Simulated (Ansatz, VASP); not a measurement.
## Cross-check of HfS2 between VASP and Ansatz

Wanted: the spread between two codes on one cell, functional and k mesh. Of the first pair: The structure shown is the start of the Ansatz relaxation below; VASP solves that cell, so the two are compared at the walk's first step.

Program: Ansatz 0.2.0. Level of theory: plane waves, with VASP 6.6.1 beside it; single point at revPBE. Results are calculated unless marked as measured.

### 1. The starting structure

The cell holds 3 atoms: 1 Hf and 2 S. Its edges and angles: a = 3.536 Å, b = 3.536 Å, c = 29.703 Å, α = 90.0°, β = 90.0°, γ = 120.0°. Vacuum lies along c. The height across the vacuum is the one that the program set for its solve, not the one typed.

### 2. Ansatz: relaxation, revPBE

Ansatz runs on its default PAW (the set named soft_2) files.

The two programs are compared at the cell with which this relaxation starts, whose forces are those of its first step.

Contents of input.yaml:

```yaml
crystal:
  lattice:
    - [3.53649189, 0.0, 0.0]
    - [-1.76824595, 3.06269182, 0.0]
    - [0.0, 0.0, 18.8475]
  atoms:
    - { symbol: Hf, position: [0.0, 0.0, 0.5] }
    - { symbol: S, position: [0.33333333, 0.66666667, 0.42170327] }
    - { symbol: S, position: [0.66666667, 0.33333333, 0.57829673] }
  periodic: [true, true, false]
kpoints:
  mp_grid: { grid: [7, 7, 1] }
scf:
  occupations: { method: fermi_dirac, width: 0.05 }
hamiltonian:
  xc: revpbe
output:
  forces: true
  stress: true
relax:
  f_tol: 0.02
  max_steps: 50
  cell: {}
```

Command:

```console
> ansatz run input.yaml --threads 1 --pin off --max-ram 4096MiB --backend cpu --events-out ev --progress --plain --runs-dir out
```

Numbers of over 12 decimals in the logs are rounded to 6 here.

Output:

```text
Warning: crystal.periodic: the lattice vector that does not repeat stood 0.000° off the slab's normal, 18.848 Å along it as the deck builds it. The run solves the slab on a vector along the normal, 29.703 Å long, with every atom where it was (on the deck's vector they left 15.90 Å outside them, and the widest stretch free of ions among them is 1.48 Å). A fractional position that the run reports is one of the run's ce [...]
crystal.periodic: the lattice vector that does not repeat stood 0.000° off the slab's normal, 18.848 Å along it as the deck builds it. The run solves the slab on a vector along the normal, 29.703 Å long, with every atom where it was (on the deck's vector they left 15.90 Å outside them, and the widest stretch free of ions among them is 1.48 Å). A fractional position that the run reports is one of the run's cell, which [...]
Engine: ansatz 0.2.0, aarch64-unknown-linux-gnu
Pseudopotentials: kind: paw
Pseudopotential: Hf, paw, valence charge 26, recommended cutoff 420 eV (normal), Hf.paw.azcp
Pseudopotential: S, paw, valence charge 6, recommended cutoff 420 eV (normal), S.paw.azcp
Functional definition: revPBE
  parameter kappa = 1.245
  parameter beta = 0.066725
  exchange = pbe_x(kappa = kappa, mu = beta*pi^2/3)
  correlation = pbe_c(beta = beta)
Crystal: 3 atoms, lattice volume = 321.716 Å³
Basis set: ecut = 420 eV, 6249 PW (Γ), exchange–correlation on 48×48×400 points (8 copies of the dense FFT grid, shifted against one another)
Bands: 23, of which v1, the nominal top of the filled ones, is band 19 counted from 1 (18 counted from 0)
Symmetry: 12 space group operations
Space group: P-3m1 (ITA 164), of the structure as read, at distance tolerance 6.9e-5 Å
k-points: 8 of 49
Non-local potential: Hf, projectors of the file, l = 0: 3, l = 1: 2, l = 2: 2, l = 3: 3
Non-local potential: S, projectors of the file, l = 0: 2, l = 1: 2, l = 2: 2
PAW form: soft (Blöchl's): semilocal exchange-correlation on the pseudo side does not see the compensation charge
PAW frozen core: Hf, regenerated for the run's functional, and the local potential with it (the file was generated under x = pbe(κ = 0.804, μ = 0.219515), c = pbe(β = 0.066725))
PAW frozen core: S, regenerated for the run's functional, and the local potential with it (the file was generated under x = pbe(κ = 0.804, μ = 0.219515), c = pbe(β = 0.066725))
PAW one-centre angular grid: Hf, 590 points (default); XC on 64 Gauss nodes
PAW one-centre angular grid: S, 110 points (default); XC on 64 Gauss nodes
Initial density: superposition of atomic densities (neutral atoms: chi_scale 0, normalization atom), corrected by the library's trained network
Initial wavefunctions: pseudopotential atomic-orbital guess
Functional: x = revpbe(κ = 1.245, μ = 0.219515), c = pbe(β = 0.066725)
[...]
preconditioner: auto → none  [insulator: Δε(μ)=1.469 eV  Ē_g=11.684 eV  σ=0.050 eV  W_gap=1.00  n_scr=16 (ndim 8)  ℏωp=10.9 eV  f_vac=0.786  D(μ)=0.00/eV (n_scr^D=0)  ε∞_Penn≈1.9]
SCF iter   2: F=—  HF=-17544.118217 eV  |F-HF|=—  |Δ(HF+E_count)|=   8.15e-4  Δρ=2.30e-3  dr2=7.45e-2  ethr=1.78e-4  ⟨swp⟩=4.2  Hψ=385  notcnv=0
SCF iter   3: F=—  HF=-17544.102859 eV  |F-HF|=—  |Δ(HF+E_count)|=   1.54e-2  Δρ=6.16e-4  dr2=1.51e-3  ethr=1.78e-4  ⟨swp⟩=3.1  Hψ=298  notcnv=0
SCF iter   4: F=—  HF=-17544.103182 eV  |F-HF|=—  |Δ(HF+E_count)|=   3.23e-4  Δρ=2.06e-4  dr2=1.01e-4  ethr=3.97e-6  ⟨swp⟩=3.0  Hψ=415  notcnv=0
SCF iter   5: F=—  HF=-17544.103228 eV  |F-HF|=—  |Δ(HF+E_count)|=   4.58e-5  Δρ=8.24e-5  dr2=1.50e-5  ethr=2.65e-7  ⟨swp⟩=3.1  Hψ=395  notcnv=0
SCF iter   6: F=—  HF=-17544.103233 eV  |F-HF|=—  |Δ(HF+E_count)|=   5.44e-6  Δρ=2.93e-5  dr2=1.64e-6  ethr=3.96e-8  ⟨swp⟩=2.9  Hψ=394  notcnv=0
SCF iter   7: F=-17544.103235 eV  HF=-17544.103235 eV  |F-HF|=3.99e-9  |Δ(HF+E_count)|=   1.64e-6  Δρ=4.84e-6  dr2=4.77e-8  ethr=7.89e-10  ⟨swp⟩=7.6  Hψ=1018  notcnv=0
SCF 2 converged in 7 iterations: F = -17544.103235 eV  dr2 = 4.77e-8
relax step   2: F+E_penalty+E_count = -17544.10323494 eV  Δ(F+E_penalty+E_count) = -1.247e-1 eV  max|allowed force component| = 8.401e-2 eV/Å  Δτ_max = 0.0231 Å  P = -0.258 N/m  Ω = 348.917 Å³  energy of the carried Pulay correction = -8.828e-4 eV  fix = [c, alpha, beta]  reactions: c -0.000 N/m  (7 SCF iters, dr2 threshold 3.00e-7 eV, accepted)
[...]
relax step   3: F+E_penalty+E_count = -17544.10342019 eV  Δ(F+E_penalty+E_count) = -1.852e-4 eV  max|allowed force component| = 6.546e-2 eV/Å  Δτ_max = 0.0140 Å  P = +0.039 N/m  Ω = 349.208 Å³  energy of the carried Pulay correction = -8.918e-4 eV  fix = [c, alpha, beta]  reactions: c +0.000 N/m  (5 SCF iters, dr2 threshold 3.00e-7 eV, accepted)
[...]
relax step   4: F+E_penalty+E_count = -17544.10391629 eV  Δ(F+E_penalty+E_count) = -4.961e-4 eV  max|allowed force component| = 3.315e-4 eV/Å  Δτ_max = 0.0076 Å  P = -0.009 N/m  Ω = 348.447 Å³  energy of the carried Pulay correction = -8.681e-4 eV  fix = [c, alpha, beta]  reactions: c -0.000 N/m  (5 SCF iters, dr2 threshold 2.68e-7 eV, accepted)
[...]
relax step   5: F+E_penalty+E_count = -17544.10484043 eV  Δ(F+E_penalty+E_count) = -9.241e-4 eV  max|allowed force component| = 8.544e-4 eV/Å  Δτ_max = 0.0000 Å  P = -0.006 N/m  Ω = 348.447 Å³  fix = [c, alpha, beta]  reactions: c -0.000 N/m  stress off target by 6.33e-3 N/m on what of the cell is left free  SCF on the basis re-selected at this cell (its energy is not comparable with the rows above)  (7 SCF iters)
basis re-selected at this cell: Δ(F+E_penalty+E_count) = -9.241e-4 eV, ΔP = +0.003 N/m vs the last step (what re-selecting the basis moved, of the pressure what is left beyond the Pulay correction that the steps carried, after the strain that the cell walked since its last selection, with what the two solves' SCF thresholds leave and, on support functions, any second-order correction that the steps lacked; it is no measure of the basis error at this ecutwfc). The dense FFT grid was sized anew with the basis: this SCF ran on 25×25×200 points, the steps before it on 24×24×200, so part of this shift can come from that change (see relax.cell in the input reference). [rest of the remark cut]
SCF converged after 7 iterations
Free energy (F): -17544.104840 eV
Harris-Foulkes:  -17544.104840 eV  (|F-HF|=1.29e-9)
Internal energy: -17544.104840 eV  (E = F + TS)
E sigma→0 (E₀):  -17544.104840 eV
Entropy (-TS):   -0.000000 eV (-0.000 meV/atom)
Fermi energy:    -5.695390 eV
--- Per-component energies (eV) ---
  E_band       = -791.010169
  E_kinetic    = 631.829917
  E_local      = -76915.374703  (includes V_loc(G=0)·N_el)
  E_nonlocal   = -1188.977877
  E_hartree    = 37851.727772
  E_xc         = -493.928852
  E_vxc        = -439.416534  (∫ρ·V_xc dr)
  E_paw        = -8140.142213  (= ΣΔE_a)
  E_vpaw       = 1417.473853  (= ΣTr[D̂ρ^β])
  E_aug_tail   = 0.000002  (compensation charges beyond the density's cutoff)
  E_ewald      = 30710.948310
  E_core_change = -0.187197  (= ΣΔE_core)
  E_smearing   = -0.000000  (= −TS)
  E_closure    = -0.000000  (closes the sum)
  Σ components = -17544.104840   (vs F -17544.104840, Δ=0.00e0)
--- Forces (eV/Å), atoms counted from 1 ---
  atom   1  Hf    -0.00000000     0.00000000     0.00000000
  atom   2  S      0.00000000    -0.00000000     0.00085441
  atom   3  S     -0.00000000     0.00000000    -0.00085441
  max |Σ_I F_I| component: 1.85e-17 eV/Å
--- 2D stress c σ (N/m, compression-positive) ---
       -0.006332      -0.000000       0.000000
       -0.000000      -0.006332       0.000000
        0.000000       0.000000      -0.000000
  P = ½ c Tr σ = -0.0063 N/m
--- Relaxed structure (4 steps of the walk, 4 accepted, 1 SCFs on fresh bases) ---
  F+E_penalty+E_count = -17544.10484043 eV   max|allowed force component| = 8.544e-4 eV/Å   (the final SCF, on the basis selected at the relaxed cell)
  cell:  # Å, volume = 348.4470 Å³
    - [3.680480, 3.004285232512745e-9, 0]
    - [-1.840240, 3.187389, 0]
    - [0, 0, 29.702790]
  atoms:
    - { symbol: Hf, position: [0, 0, 0.317268] }
    - { symbol: S, position: [0.333333, 0.666667, 0.268578] }
    - { symbol: S, position: [0.666667, 0.333333, 0.365958] }
```

In the SCF lines HF is the Harris–Foulkes energy and dr2 the Hartree energy of the density residual, in eV; the loop may stop once dr2 is under the threshold and the program's other checks hold. Hψ counts applications of the Hamiltonian.

### 3. VASP: single point, revPBE, start cell, pair 1

The same cell, functional, mesh and smearing now go to VASP, with its own data sets.

Lines of VASP's logs that name or quote its potential files are left out, and so is its time.

Contents of INCAR:

```
SYSTEM = HfS2
PREC = Accurate
ENCUT = 400
EDIFF = 1E-06
NELM = 120
ISMEAR = -1
SIGMA = 0.05
LREAL = .FALSE.
ALGO = Normal
GGA = RE
NBANDS = 17
LASPH = .TRUE.
LORBIT = 11
LWAVE = .FALSE.
LCHARG = .FALSE.
ISIF = 2
LDIPOL = .TRUE.
IDIPOL = 3
DIPOL = 0.5 0.5 0.317
LVHAR = .TRUE.
GGA_COMPAT = .FALSE.
EFERMI = MIDGAP
NELMDL = -8
```

Contents of POSCAR:

```
HfS2
1.0
    3.5364920000      0.0000000000      0.0000000000
   -1.7682460000      3.0626920000      0.0000000000
    0.0000000000      0.0000000000     29.7027900000
Hf S
1 2
Direct
    0.0000000000      0.0000000000      0.3172681758
    0.3333333333      0.6666666667      0.2675860416
    0.6666666667      0.3333333333      0.3669503100
```

Contents of KPOINTS:

```
Automatic mesh
0
Gamma
7 7 1
0 0 0
```

PAW data sets: Hf_pv and S (PBE family, release 64).

Command:

```console
> mpirun -np 1 vasp_std
```

Output:

```text
[banner, memory and clock lines left out]
running    1 mpi-ranks, on    1 nodes
 distrk:  each k-point on    1 cores,    1 groups
 distr:  one band on    1 cores,    1 groups

 POSCAR found type information on POSCAR HfS
 POSCAR found :  2 types and       3 ions
|                                                                             |
|               ----> ADVICE to this user running VASP <----                  |
|                                                                             |
|     You enforced a specific xc type in the INCAR file but a different       |
|     [... a line on the potential file left out ...]
|     I HOPE YOU KNOW WHAT YOU ARE DOING!                                     |
|                                                                             |

 LDA part: xc-table for (Slater+PW92), standard interpolation
 POSCAR, INCAR and KPOINTS ok, starting setup
 FFT: planning ... GRIDC
 FFT: planning ... GRID_SOFT
 FFT: planning ... GRID
 WAVECAR not read
 entering main loop
       N       E                     dE             d eps       ncg     rms          rms(c)
DAV:   1     0.106144461466E+03    0.10614E+03   -0.83799E+03   344   0.748E+02
DAV:   2    -0.104457732963E+02   -0.11659E+03   -0.11364E+03   361   0.165E+02
DAV:   3    -0.234926189630E+02   -0.13047E+02   -0.13009E+02   365   0.548E+01
DAV:   4    -0.236778778800E+02   -0.18526E+00   -0.18482E+00   399   0.826E+00
DAV:   5    -0.236825955813E+02   -0.47177E-02   -0.47155E-02   383   0.123E+00
DAV:   6    -0.236828015151E+02   -0.20593E-03   -0.20585E-03   392   0.255E-01
DAV:   7    -0.236828120085E+02   -0.10493E-04   -0.10492E-04   384   0.545E-02
DAV:   8    -0.236828125833E+02   -0.57477E-06   -0.57467E-06   384   0.128E-02    0.531E+01
DAV:   9    -0.221046152816E+02    0.15782E+01   -0.43221E+00   325   0.103E+01    0.390E+01
DAV:  10    -0.221369327581E+02   -0.32317E-01   -0.25502E+00   365   0.912E+00    0.919E+00
DAV:  11    -0.219999529595E+02    0.13698E+00   -0.58883E-01   337   0.443E+00    0.281E+00
DAV:  12    -0.219976991088E+02    0.22539E-02   -0.51760E-02   422   0.131E+00    0.465E-01
DAV:  13    -0.219970215215E+02    0.67759E-03   -0.43304E-03   389   0.346E-01    0.420E-01
DAV:  14    -0.219960762966E+02    0.94522E-03   -0.76153E-04   389   0.146E-01    0.125E-01
[...]
DAV:  20    -0.219958843656E+02   -0.51871E-04   -0.41737E-06   355   0.689E-03    0.179E-03
DAV:  21    -0.219959070814E+02   -0.22716E-04   -0.57720E-07   317   0.268E-03    0.452E-03
DAV:  22    -0.219959368047E+02   -0.29723E-04   -0.14661E-06   273   0.313E-03    0.147E-03
DAV:  23    -0.219959397605E+02   -0.29558E-05   -0.47034E-08   327   0.736E-04    0.142E-03
DAV:  24    -0.219959491597E+02   -0.93992E-05   -0.47993E-07   289   0.151E-03    0.400E-04
DAV:  25    -0.219959503021E+02   -0.11424E-05   -0.30416E-08   312   0.510E-04    0.102E-03
DAV:  26    -0.219959515846E+02   -0.12825E-05   -0.11679E-08   291   0.362E-04    0.125E-04
DAV:  27    -0.219959519071E+02   -0.32257E-06   -0.30121E-09   294   0.181E-04
   1 F= -.21995952E+02 E0= -.21995950E+02  d E =-.442021E-05
```

From OUTCAR (step 3):

```text
ion  position               nearest neighbor table
   1  0.000  0.000  0.317-   3 2.52   2 2.52   3 2.52   2 2.52   3 2.52   2 2.52
   2  0.333  0.667  0.268-   1 2.52   1 2.52   1 2.52
   3  0.667  0.333  0.367-   1 2.52   1 2.52   1 2.52

  LATTYP: Found a hexagonal cell.
 ALAT       =     3.5364920000
 C/A-ratio  =     8.3989416631

 Subroutine GETGRP returns: Found 12 space group operations
 (whereof  6 operations were pure point group operations)

The static configuration has the point symmetry C_3v.
 The point group associated with its full space group is D_3d.

 Found      8 irreducible k-points:

   k-points           NKPTS =      8   k-points in BZ     NKDIM =      8   number of bands    NBANDS=     17

   dimension x,y,z NGX =    24 NGY =   24 NGZ =  196
   dimension x,y,z NGXF=    48 NGYF=   48 NGZF=  392

   ENCUT  =  400.0 eV  29.40 Ry    5.42 a.u.   5.77  5.77 48.44*2*pi/ulx,y,z

   NELECT =      22.0000    total number of electrons

 k-points in reciprocal lattice and weights: Automatic mesh
   0.00000000  0.00000000  0.00000000       0.020
   0.14285714 -0.00000000  0.00000000       0.122
   0.28571429 -0.00000000  0.00000000       0.122
   0.42857143 -0.00000000  0.00000000       0.122
   0.14285714  0.14285714  0.00000000       0.122
   0.28571429  0.14285714  0.00000000       0.245
   0.42857143  0.14285714  0.00000000       0.122
   0.28571429  0.28571429  0.00000000       0.122

 dipolmoment           0.000000      0.000000      0.000001 electrons x Angstroem

 average (electrostatic) potential at core
       1 -46.5919       2 -94.7050       3 -94.7050

 E-fermi :  -3.6343

 k-point     1 :       0.0000    0.0000    0.0000
  band No.  band energies     occupation
    ...
      7      -6.7651      2.00000
      8      -6.7651      2.00000
      9      -5.3024      2.00000
     10      -4.1326      1.99991
     11      -4.1326      1.99991
     12      -2.0556      0.00000
     13      -2.0556      0.00000
     14      -1.5001      0.00000
     15       1.1867      0.00000
     16       1.5450      0.00000
    ...

 k-point     2 :       0.1429   -0.0000    0.0000
  band No.  band energies     occupation
    ...
      7      -7.2823      2.00000
      8      -6.6544      2.00000
      9      -5.4355      2.00000
     10      -4.8948      2.00000
     11      -4.6366      2.00000
     12      -2.1880      0.00000
     13      -1.3993      0.00000
     14      -1.0582      0.00000
     15       0.8479      0.00000
     16       1.5034      0.00000
    ...

 k-point     3 :       0.2857   -0.0000    0.0000
  band No.  band energies     occupation
    ...
      7      -7.5501      2.00000
      8      -6.9740      2.00000
      9      -6.5417      2.00000
     10      -5.1391      2.00000
     11      -5.0388      2.00000
     12      -2.7512      0.00000
     13      -0.4861      0.00000
     14      -0.3362      0.00000
     15       1.2664      0.00000
     16       1.7429      0.00000
    ...

  Total        3.2835506      3.2835508      1.0487433      0.0000000      0.0000000      0.0000000
  in kB       16.3523829     16.3523839      5.2228378      0.0000000      0.0000000      0.0000000
  external PRESSURE =      12.6425349 kB  Pullay stress =       0.0000000 kB

  energy-cutoff  :      400.00
  volume of cell :      321.72
      direct lattice vectors                 reciprocal lattice vectors
     3.536492000  0.000000000  0.000000000     0.282766086  0.163255071  0.000000000
    -1.768246000  3.062692000  0.000000000     0.000000000  0.326510142  0.000000000
     0.000000000  0.000000000 29.702790000     0.000000000  0.000000000  0.033666871

 POSITION                                       TOTAL-FORCE (eV/Angst)
 -----------------------------------------------------------------------------------
      0.00000      0.00000      9.42375         0.000000      0.000000     -0.000000
     -0.00000      2.04179      7.94805        -0.000000      0.000000     -0.364937
      1.76825      1.02090     10.89945         0.000000      0.000000      0.364937
 -----------------------------------------------------------------------------------
    total drift:                               -0.000000     -0.000000     -0.000015

  FREE ENERGIE OF THE ION-ELECTRON SYSTEM (eV)
  ---------------------------------------------------
  free  energy   TOTEN  =       -21.9959519071 eV

  energy  without entropy=      -21.9959474869  energy(sigma->0) =      -21.99594970

 vacuum level on the upper side and lower side of the slab         1.955         1.955

 total charge
# of ion       s       p       d       tot
------------------------------------------
    1        0.319   6.562   1.479   8.360
    2        1.346   2.449   0.000   3.795
    3        1.346   2.449   0.000   3.795
--------------------------------------------------
tot          3.010  11.460   1.479  15.950

[... 3 further parts left out ...]
```

Harder data sets than Hf_pv exist (the GW ones), and pressures, volumes and forces can shift noticeably with them.

### 4. Comparison

Known differences besides the potentials themselves: Ansatz cuts the interaction across the vacuum, VASP repeats the sheet with a dipole correction; the data sets hold 38 valence electrons in Ansatz (on its default PAW (the set named soft_2) files) and 22 in VASP; the cutoff is 420 eV in Ansatz and 400 eV in VASP; Ansatz makes its cores anew for this functional, VASP keeps those of its PBE data sets. Total energies have different zeros and are not compared.

Forces (eV/Å; atoms numbered as in POSCAR):

| atom | Ansatz x, y, z | VASP x, y, z |
| --- | --- | --- |
| Hf1 | 0.000, 0.000, 0.000 | 0.000, 0.000, 0.000 |
| S2 | 0.000, 0.000, -0.433 | 0.000, 0.000, -0.365 |
| S3 | 0.000, 0.000, 0.433 | 0.000, 0.000, 0.365 |

The forces differ by 32 meV/Å r.m.s., which is 18.5 % of the r.m.s. force of 0.172 eV/Å (both taken over all components). With vacuum in the cell, a pressure given here is an average over mostly empty space and none of the material.

### 5. Further runs

Further runs change the set-up of one program: Ansatz's method, potentials or start, or VASP's data sets, cutoff or form of LDA. The table gives that difference for each run.

```
                                                       run  r.m.s. force difference (meV/Å)
                                                  as above                               32
VASP with the data sets Hf_sv and S and a cutoff of 520 eV                               25
```

[end of part 1 of 2]

[Lines on the potential files, build, host, timing and source positions are cut from VASP's logs without a mark.]

[Logs are printed without paths, hosts, clocks, repeated set-up lines and the standing remarks that a program may print on its own settings, such as how far it seeks lower states.]

[Hosts, paths, dates, database ids (printed as entryN), source tags and the programs' standing remarks are cut or masked in the printed files.]
